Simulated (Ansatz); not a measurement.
The reference is GeTe (space group R3m, No. 160; a = 4.227 Å, c = 10.920 Å (hexagonal axes)).

All numbers come from PBE in Ansatz (plane waves to 420 eV, PAW, spin-orbit coupling left out).

Before the change:

c/a ratio: 2.584
Lattice parameter a: 7.987 bohr

Now apply this change: a hydrostatic pressure of 7 GPa.

Estimate the effect on the c/a ratio and lattice parameter a.

The c/a ratio decreases by 0.112 (2.584 → 2.472); the lattice parameter a drops by 0.260 bohr to 7.727 bohr.

Load acts through the strain it causes; cell and atoms are relaxed under it. Stability against distortions was not tested. Competing high-pressure phases were not computed.

Ansatz is an electronic-structure program.
